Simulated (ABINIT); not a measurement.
ZnSe (Stilleite):

```
Se Zn
1.0
     0.00000    2.83380    2.83380
     2.83380    0.00000    2.83380
     2.83380    2.83380    0.00000
Se Zn
1 1
Direct
  0.75000 0.75000 0.75000
  0.00000 0.00000 0.00000
```

Program: ABINIT 10.8.3 (patched build). Alike in all runs: no spin polarisation; cell as given; smearing fermi-dirac 0.05 eV.

Task: Order these runs on this cell by their band gap on the k mesh, lowest first.
A. level LDA; potentials or basis JTH PAW LDA v2.0; k mesh 6 × 6 × 6; cutoff (eV) 544; fine-grid cutoff 1088.46 eV
B. level HLE16; potentials or basis JTH PAW PBE v2.0; k mesh 8 × 8 × 8; cutoff (eV) 544; fine-grid cutoff 1088.46 eV
C. level r2SCAN; potentials or basis JTH PAW PBE v2.0; k mesh 6 × 6 × 6; cutoff (eV) 653; fine-grid cutoff 1251.72 eV
D. level PW91; potentials or basis JTH PAW PBE v2.0; k mesh 8 × 8 × 8; cutoff (eV) 544; fine-grid cutoff 1088.46 eV

Result: A (1.03 eV), D (1.25 eV), C (1.85 eV), B (2.55 eV).

Caveats: the potentials were made for a functional far from this one (some runs).
